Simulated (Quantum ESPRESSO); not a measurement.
# Ti (Im-3m) in Quantum ESPRESSO: a series of runs

One crystal, Ti, is run at these levels: PBE; tasks: single point.

Program: Quantum ESPRESSO 7.5. These are calculated values, not measurements. Logs are shortened: lines on timing, memory, paths and dates and some standing lists are left out, and cuts for length are marked.

### Step 1. The structure

It takes space group Im-3m (No. 229, cubic). The conventional cell has a = 3.282 Å, b = 3.282 Å, c = 3.282 Å, α = 90.00°, β = 90.00°, γ = 90.00°. Ti (site symmetry m-3m) has 8 Ti at 2.84 Å as nearest neighbours.

This isn't the form of Ti at room conditions, which is hcp.

### Step 2. Single point, PBE, collinear spin, ferromagnetic start (volume scaled by 0.92)

Contents of pw.in:

```
&CONTROL
  calculation = 'scf'
  prefix = 'pwscf'
  outdir = './tmp'
  pseudo_dir = './pseudo'
  tprnfor = .true.
  tstress = .true.
  disk_io = 'nowf'
/
&SYSTEM
  ibrav = 0
  nat = 1
  ntyp = 1
  ecutwfc = 84
  nbnd = 15
  occupations = 'smearing'
  smearing = 'fd'
  degauss = 0.00367493
  nspin = 2
  starting_magnetization(1) = 0.0833
/
&ELECTRONS
  conv_thr = 2d-10
  electron_maxstep = 120
  mixing_beta = 0.3
/
ATOMIC_SPECIES
Ti    47.8670 Ti.upf
CELL_PARAMETERS angstrom
  -1.5960182638    1.5960182638    1.5960182638
   1.5960182638   -1.5960182638    1.5960182638
   1.5960182638    1.5960182638   -1.5960182638
ATOMIC_POSITIONS crystal
Ti     0.0000000000    0.0000000000    0.0000000000
K_POINTS automatic
4 4 4 0 0 0
```

Potentials or basis: PseudoDojo 0.5 SR PBE stringent.

Launch:

```
$ OMP_NUM_THREADS=2 pw.x -in pw.in > pw.out
```

pw.out:

```text
This program is part of the open-source Quantum ESPRESSO suite
     for quantum simulation of materials; please cite
         "P. Giannozzi et al., J. Phys.:Condens. Matter 21 395502 (2009);
         "P. Giannozzi et al., J. Phys.:Condens. Matter 29 465901 (2017);
         "P. Giannozzi et al., J. Chem. Phys. 152 154105 (2020);
     in publications or presentations arising from this work. More details at

     Message from routine setup:
     using ibrav=0 with symmetry is DISCOURAGED, use correct ibrav instead

     G-vector sticks info
     --------------------
     sticks:   dense  smooth     PW     G-vecs:    dense   smooth      PW
     Sum         689     689    249                11393    11393    2491

     Using Slab Decomposition

     bravais-lattice index     =            0
     lattice parameter (alat)  =       5.2239  a.u.
     unit-cell volume          =     109.7413 (a.u.)^3
     number of atoms/cell      =            1
     number of atomic types    =            1
     number of electrons       =        12.00
     number of Kohn-Sham states=           15
     kinetic-energy cutoff     =      84.0000  Ry
     charge density cutoff     =     336.0000  Ry
     scf convergence threshold =      2.0E-10
     mixing beta               =       0.3000
     number of iterations used =            8  plain     mixing
     Exchange-correlation= PBE
                           (   1   4   3   4   0   0   0)

     celldm(1)=   5.223930  celldm(2)=   0.000000  celldm(3)=   0.000000
     celldm(4)=   0.000000  celldm(5)=   0.000000  celldm(6)=   0.000000

     crystal axes: (cart. coord. in units of alat)
               a(1) = (  -0.577350   0.577350   0.577350 )
               a(2) = (   0.577350  -0.577350   0.577350 )
               a(3) = (   0.577350   0.577350  -0.577350 )

     reciprocal axes: (cart. coord. in units 2 pi/alat)
               b(1) = ( -0.000000  0.866025  0.866025 )
               b(2) = (  0.866025 -0.000000  0.866025 )
               b(3) = (  0.866025  0.866025  0.000000 )

     PseudoPot. # 1 for Ti read from file:
     Ti.upf
     Pseudo is Norm-conserving + core correction, Zval = 12.0
     Generated using ONCVPSP code by D. R. Hamann
     Using radial grid of 1586 points,  6 beta functions with:
                l(1) =   0
                l(2) =   0
                l(3) =   1
                l(4) =   1
                l(5) =   2
                l(6) =   2

     atomic species   valence    mass     pseudopotential
     Ti               12.00    47.86700     Ti( 1.00)

     Starting magnetic structure
     atomic species   magnetization
     Ti              0.083

     48 Sym. Ops., with inversion, found

   Cartesian axes

     site n.     atom                  positions (alat units)
         1        Ti     tau(   1) = (   0.0000000   0.0000000   0.0000000  )

     number of k points=     8  Fermi-Dirac smearing, width (Ry)=  0.0037
                       cart. coord. in units 2pi/alat
        k(    1) = (   0.0000000   0.0000000   0.0000000), wk =   0.0156250
        k(    2) = (   0.2165064   0.2165064   0.0000000), wk =   0.1875000
        k(    3) = (  -0.4330127  -0.4330127   0.0000000), wk =   0.0937500
        k(    4) = (   0.4330127   0.2165064   0.2165064), wk =   0.3750000
        k(    5) = (   0.4330127   0.4330127   0.4330127), wk =   0.0312500
        k(    6) = (   0.0000000   0.0000000   0.4330127), wk =   0.0937500
        k(    7) = (  -0.8660254  -0.2165064  -0.2165064), wk =   0.1875000
        k(    8) = (  -0.8660254  -0.8660254  -0.8660254), wk =   0.0156250

     Dense  grid:    11393 G-vectors     FFT dimensions: (  32,  32,  32)

     Generating pointlists ...
     new r_m :   0.4125 (alat units)  2.1549 (a.u.) for type    1

     Initial potential from superposition of free atoms

     starting charge      11.9984, renormalised to      12.0000
     Starting wfcs are   10 randomized atomic wfcs +    5 random wfcs

     Self-consistent Calculation

     iteration #  1     ecut=    84.00 Ry     beta= 0.30
     Davidson diagonalization with overlap
     ethr =  1.00E-02,  avg # of iterations =  4.3

     Threshold (ethr) on eigenvalues was too large:
     Diagonalizing with lowered threshold

     Davidson diagonalization with overlap
     ethr =  3.02E-04,  avg # of iterations =  2.1

     total energy              =    -118.70153368 Ry
     estimated scf accuracy    <       0.03679570 Ry

     total magnetization       =     0.61 Bohr mag/cell
     absolute magnetization    =     0.61 Bohr mag/cell

     iteration #  2     ecut=    84.00 Ry     beta= 0.30
     Davidson diagonalization with overlap
     ethr =  3.07E-04,  avg # of iterations =  1.0

     total energy              =    -118.70417085 Ry
     estimated scf accuracy    <       0.00706722 Ry

     total magnetization       =     0.60 Bohr mag/cell
     absolute magnetization    =     0.60 Bohr mag/cell

     iteration #  3     ecut=    84.00 Ry     beta= 0.30
     Davidson diagonalization with overlap
     ethr =  5.89E-05,  avg # of iterations =  1.0

     total energy              =    -118.70592654 Ry
     estimated scf accuracy    <       0.00123441 Ry

     total magnetization       =     0.57 Bohr mag/cell
     absolute magnetization    =     0.57 Bohr mag/cell

     iteration #  4     ecut=    84.00 Ry     beta= 0.30
     Davidson diagonalization with overlap
     ethr =  1.03E-05,  avg # of iterations =  1.2

     total energy              =    -118.70620591 Ry
     estimated scf accuracy    <       0.00007096 Ry

     total magnetization       =     0.52 Bohr mag/cell
     absolute magnetization    =     0.52 Bohr mag/cell

     iteration #  5     ecut=    84.00 Ry     beta= 0.30
     Davidson diagonalization with overlap
     ethr =  5.91E-07,  avg # of iterations =  1.9

     total energy              =    -118.70623608 Ry
     estimated scf accuracy    <       0.00002183 Ry

     total magnetization       =     0.52 Bohr mag/cell
     absolute magnetization    =     0.52 Bohr mag/cell

     iteration #  6     ecut=    84.00 Ry     beta= 0.30
     Davidson diagonalization with overlap
     ethr =  1.82E-07,  avg # of iterations =  1.2

     total energy              =    -118.70624314 Ry
     estimated scf accuracy    <       0.00000044 Ry

     total magnetization       =     0.51 Bohr mag/cell
     absolute magnetization    =     0.51 Bohr mag/cell

     iteration #  7     ecut=    84.00 Ry     beta= 0.30
     Davidson diagonalization with overlap
     ethr =  3.63E-09,  avg # of iterations =  1.2

     total energy              =    -118.70624350 Ry
     estimated scf accuracy    <       0.00000037 Ry

     total magnetization       =     0.51 Bohr mag/cell
     absolute magnetization    =     0.51 Bohr mag/cell

     iteration #  8     ecut=    84.00 Ry     beta= 0.30
     Davidson diagonalization with overlap
     ethr =  3.05E-09,  avg # of iterations =  2.0

     total energy              =    -118.70624382 Ry
     estimated scf accuracy    <       0.00000004 Ry

     total magnetization       =     0.51 Bohr mag/cell
     absolute magnetization    =     0.51 Bohr mag/cell

     iteration #  9     ecut=    84.00 Ry     beta= 0.30
     Davidson diagonalization with overlap
     ethr =  3.02E-10,  avg # of iterations =  2.0

     total energy              =    -118.70624384 Ry
     estimated scf accuracy    <       0.00000002 Ry

     total magnetization       =     0.51 Bohr mag/cell
     absolute magnetization    =     0.51 Bohr mag/cell

     iteration # 10     ecut=    84.00 Ry     beta= 0.30
     Davidson diagonalization with overlap
     ethr =  1.56E-10,  avg # of iterations =  1.9

     total energy              =    -118.70624385 Ry
     estimated scf accuracy    <          5.8E-10 Ry

     total magnetization       =     0.51 Bohr mag/cell
     absolute magnetization    =     0.51 Bohr mag/cell

     iteration # 11     ecut=    84.00 Ry     beta= 0.30
     Davidson diagonalization with overlap
     ethr =  4.84E-12,  avg # of iterations =  1.1

     Magnetic moment per site  (integrated on atomic sphere of radius R)
     atom   1 (R=0.412)  charge= 10.3870  magn=  0.3727

     End of self-consistent calculation

 ------ SPIN UP ------------

          k = 0.0000 0.0000 0.0000 (  1433 PWs)   bands (ev):

   -42.3840 -18.1738 -18.1738 -18.1738   7.9718  15.0050  15.0050  15.0050
    17.0179  17.0179  31.9710  31.9710  31.9710  38.3597  38.3597

          k = 0.2165 0.2165 0.0000 (  1428 PWs)   bands (ev):

   -42.2982 -18.6003 -18.3049 -18.1770   9.9316  14.1919  14.4659  16.5481
    16.6770  17.1275  28.5660  30.3891  33.6473  35.4067  37.4086

          k =-0.4330-0.4330 0.0000 (  1416 PWs)   bands (ev):

   -42.2111 -19.0065 -18.4330 -18.1804  11.3978  13.4971  15.3699  16.9870
    17.3933  18.6075  23.5370  27.9323  31.3596  34.8724  37.7007

          k = 0.4330 0.2165 0.2165 (  1438 PWs)   bands (ev):

   -42.2113 -18.8522 -18.5181 -18.2595  12.2344  13.3757  13.9535  16.7734
    17.4532  19.5144  25.5510  25.5808  30.8426  34.8591  37.7690

          k = 0.4330 0.4330 0.4330 (  1436 PWs)   bands (ev):

   -42.1975 -18.5871 -18.5871 -18.5871  13.3496  13.3496  13.3496  17.4601
    17.4601  23.7010  23.7010  23.7010  24.2901  42.9131  42.9131

          k = 0.0000 0.0000 0.4330 (  1437 PWs)   bands (ev):

   -42.2255 -18.6175 -18.4487 -18.4487  11.3997  14.0304  15.3473  15.3473
    16.4960  17.9664  29.7604  29.8437  29.8437  30.3302  40.8652

          k =-0.8660-0.2165-0.2165 (  1420 PWs)   bands (ev):

   -42.1518 -18.8751 -18.5890 -18.4664  12.3492  12.9326  15.2676  16.0052
    18.4112  20.6418  23.2676  26.8370  29.4104  32.9033  38.1514

          k =-0.8660-0.8660-0.8660 (  1464 PWs)   bands (ev):

   -42.0919 -18.7409 -18.7409 -18.7409  11.7154  11.7154  18.2208  18.2208
    18.2208  22.9123  22.9123  22.9123  29.6694  29.6694  33.1511

 ------ SPIN DOWN ----------

          k = 0.0000 0.0000 0.0000 (  1433 PWs)   bands (ev):

   -42.0429 -17.8306 -17.8306 -17.8306   8.3473  15.4612  15.4612  15.4612
    17.2516  17.2516  32.3434  32.3434  32.3434  38.6149  38.6149

          k = 0.2165 0.2165 0.0000 (  1428 PWs)   bands (ev):

   -41.9576 -18.2544 -17.9602 -17.8341  10.3078  14.6441  14.8604  16.9728
    16.9941  17.3687  28.9153  30.7090  34.0381  35.8677  37.7955

          k =-0.4330-0.4330 0.0000 (  1416 PWs)   bands (ev):

   -41.8709 -18.6582 -18.0871 -17.8378  11.7751  13.9468  15.7338  17.2956
    17.6404  19.0353  23.9173  28.2361  31.8454  35.2874  38.0444

          k = 0.4330 0.2165 0.2165 (  1438 PWs)   bands (ev):

   -41.8711 -18.5046 -18.1723 -17.9159  12.6242  13.7439  14.3751  17.0961
    17.7393  19.9082  25.8994  25.9702  31.2332  35.2441  38.1546

          k = 0.4330 0.4330 0.4330 (  1436 PWs)   bands (ev):

   -41.8573 -18.2416 -18.2416 -18.2416  13.7694  13.7694  13.7694  17.7061
    17.7061  24.0659  24.0659  24.0659  24.7384  43.2893  43.2893

          k = 0.0000 0.0000 0.4330 (  1437 PWs)   bands (ev):

   -41.8852 -18.2719 -18.1026 -18.1026  11.7500  14.2900  15.7909  15.7909
    16.9406  18.2430  30.0562  30.2727  30.2727  30.6190  41.2475

          k =-0.8660-0.2165-0.2165 (  1420 PWs)   bands (ev):

   -41.8120 -18.5264 -18.2415 -18.1206  12.6518  13.2209  15.7102  16.4031
    18.8388  20.9969  23.6598  27.2830  29.6967  33.2527  38.4553

          k =-0.8660-0.8660-0.8660 (  1464 PWs)   bands (ev):

   -41.7526 -18.3919 -18.3919 -18.3919  11.9870  11.9870  18.6483  18.6483
    18.6483  23.3593  23.3593  23.3593  29.9430  29.9430  33.4163

     the Fermi energy is    14.1597 ev

!    total energy              =    -118.70624385 Ry
     estimated scf accuracy    <          8.0E-11 Ry
     smearing contrib. (-TS)   =      -0.00086830 Ry
     internal energy E=F+TS    =    -118.70537554 Ry

     The total energy is F=E-TS. E is the sum of the following terms:
     one-electron contribution =     -37.65769499 Ry
     hartree contribution      =      23.34026680 Ry
     xc contribution           =     -17.51077281 Ry
     ewald contribution        =     -86.87717454 Ry

     total magnetization       =     0.51 Bohr mag/cell
     absolute magnetization    =     0.51 Bohr mag/cell

     convergence has been achieved in  11 iterations

     Forces acting on atoms (cartesian axes, Ry/au):

     atom    1 type  1   force =     0.00000000    0.00000000    0.00000000

     Total force =     0.000000     Total SCF correction =     0.000000

     Computing stress (Cartesian axis) and pressure

          total   stress  (Ry/bohr**3)                   (kbar)     P=       80.74
   0.00054886   0.00000000   0.00000000           80.74        0.00        0.00
  -0.00000000   0.00054886  -0.00000000           -0.00       80.74       -0.00
  -0.00000000  -0.00000000   0.00054886           -0.00       -0.00       80.74

=------------------------------------------------------------------------------=
   JOB DONE.
=------------------------------------------------------------------------------=
```

Wall time 3.2 s (2 threads of Arm Neoverse V2, shared host); peak memory 0.05 GiB.

Results:

| Property | Result |
| --- | --- |
| Free energy | -1615.0807 eV |
| Pressure | 8.1 GPa |
| Band gap on the k mesh | none (metal or under the smearing width) |
| Net moment | 0.51 μB per cell |
| Absolute moment | 0.51 μB per cell |
| Site moments | Ti +0.37 μB |
| Valence electrons inside the program's atomic spheres | Ti 10.39 |

Caveat: the k mesh is coarse (spacing up to 0.70 Å⁻¹), so the values aren't converged.

### Step 3. Single point, PBE, collinear spin, ferromagnetic start

Edit pw.in of step 2 so:

```diff
@@ -13,3 +13,3 @@
   ntyp = 1
-  ecutwfc = 84
+  ecutwfc = 70
   nbnd = 15
@@ -27,7 +27,7 @@
 ATOMIC_SPECIES
-Ti    47.8670 Ti.upf
+Ti    47.8670 Ti_ONCV_PBE-1.2.upf
 CELL_PARAMETERS angstrom
-  -1.5960182638    1.5960182638    1.5960182638
-   1.5960182638   -1.5960182638    1.5960182638
-   1.5960182638    1.5960182638   -1.5960182638
+  -1.6410000000    1.6410000000    1.6410000000
+   1.6410000000   -1.6410000000    1.6410000000
+   1.6410000000    1.6410000000   -1.6410000000
 ATOMIC_POSITIONS crystal
@@ -35,2 +35,2 @@
 K_POINTS automatic
-4 4 4 0 0 0
+6 6 6 0 0 0
```

Potentials or basis: SG15 PBE 1.2.

Launch:

```
$ OMP_NUM_THREADS=2 pw.x -in pw.in > pw.out
```

pw.out:

```text
This program is part of the open-source Quantum ESPRESSO suite
     for quantum simulation of materials; please cite
         "P. Giannozzi et al., J. Phys.:Condens. Matter 21 395502 (2009);
         "P. Giannozzi et al., J. Phys.:Condens. Matter 29 465901 (2017);
         "P. Giannozzi et al., J. Chem. Phys. 152 154105 (2020);
     in publications or presentations arising from this work. More details at

     Message from routine setup:
     using ibrav=0 with symmetry is DISCOURAGED, use correct ibrav instead

     G-vector sticks info
     --------------------
     sticks:   dense  smooth     PW     G-vecs:    dense   smooth      PW
     Sum         611     611    219                 9453     9453    2093

     Using Slab Decomposition

     bravais-lattice index     =            0
     lattice parameter (alat)  =       5.3712  a.u.
     unit-cell volume          =     119.2840 (a.u.)^3
     number of atoms/cell      =            1
     number of atomic types    =            1
     number of electrons       =        12.00
     number of Kohn-Sham states=           15
     kinetic-energy cutoff     =      70.0000  Ry
     charge density cutoff     =     280.0000  Ry
     scf convergence threshold =      2.0E-10
     mixing beta               =       0.3000
     number of iterations used =            8  plain     mixing
     Exchange-correlation= PBE
                           (   1   4   3   4   0   0   0)

     celldm(1)=   5.371160  celldm(2)=   0.000000  celldm(3)=   0.000000
     celldm(4)=   0.000000  celldm(5)=   0.000000  celldm(6)=   0.000000

[... 72 lines left out ...]
     Diagonalizing with lowered threshold

     Davidson diagonalization with overlap
     ethr =  7.56E-04,  avg # of iterations =  1.2

     total energy              =    -115.36978217 Ry
     estimated scf accuracy    <       0.08941914 Ry
[... 214 lines left out ...]
     iteration # 23     ecut=    70.00 Ry     beta= 0.30
     Davidson diagonalization with overlap
     ethr =  3.39E-12,  avg # of iterations =  2.1

     Magnetic moment per site  (integrated on atomic sphere of radius R)
     atom   1 (R=0.412)  charge= 10.4273  magn=  0.4028

     End of self-consistent calculation

 ------ SPIN UP ------------

          k = 0.0000 0.0000 0.0000 (  1205 PWs)   bands (ev):

   -43.7089 -19.6134 -19.6134 -19.6134   6.9024  13.7573  13.7573  13.7573
    15.5602  15.5602  30.1850  30.1850  30.1850  35.9040  35.9040
[... 73 lines left out ...]
   -43.4984 -20.0538 -20.0538 -20.0538  10.7876  10.7876  16.6340  16.6340
    16.6340  21.0120  21.0120  21.0120  27.3866  27.3866  30.2412

 ------ SPIN DOWN ----------

          k = 0.0000 0.0000 0.0000 (  1205 PWs)   bands (ev):

   -43.4097 -19.2654 -19.2654 -19.2654   7.3422  14.2147  14.2147  14.2147
    15.8582  15.8582  30.6489  30.6489  30.6489  36.2836  36.2836
[... 73 lines left out ...]
   -43.2017 -19.7010 -19.7010 -19.7010  11.1399  11.1399  17.0666  17.0666
    17.0666  21.4965  21.4965  21.4965  27.7512  27.7512  30.5567

     the Fermi energy is    12.9978 ev

!    total energy              =    -115.37807614 Ry
     estimated scf accuracy    <          1.9E-11 Ry
     smearing contrib. (-TS)   =      -0.00158242 Ry
     internal energy E=F+TS    =    -115.37649373 Ry

     The total energy is F=E-TS. E is the sum of the following terms:
     one-electron contribution =     -40.10497207 Ry
     hartree contribution      =      23.53185259 Ry
     xc contribution           =     -14.30760503 Ry
     ewald contribution        =     -84.49576921 Ry

     total magnetization       =     0.58 Bohr mag/cell
     absolute magnetization    =     0.58 Bohr mag/cell

     convergence has been achieved in  23 iterations

     Forces acting on atoms (cartesian axes, Ry/au):

     atom    1 type  1   force =     0.00000000    0.00000000    0.00000000

     Total force =     0.000000     Total SCF correction =     0.000000

     Computing stress (Cartesian axis) and pressure

          total   stress  (Ry/bohr**3)                   (kbar)     P=      -11.80
  -0.00008021  -0.00000000  -0.00000000          -11.80       -0.00       -0.00
  -0.00000000  -0.00008021  -0.00000000           -0.00      -11.80       -0.00
  -0.00000000  -0.00000000  -0.00008021           -0.00       -0.00      -11.80

=------------------------------------------------------------------------------=
   JOB DONE.
=------------------------------------------------------------------------------=
```

Wall time 42 s (2 threads of Arm Neoverse V2, shared host); peak memory 0.05 GiB.

Results:

* Free energy: -1569.7987 eV
* Pressure: -1.2 GPa
* Band gap on the k mesh: none (metal or under the smearing width)
* Net moment: 0.58 μB per cell
* Absolute moment: 0.58 μB per cell
* Site moments: Ti +0.40 μB
* Valence electrons inside the program's atomic spheres: Ti 10.43

Caveat: the k mesh is coarse (spacing up to 0.45 Å⁻¹), so the values aren't converged.
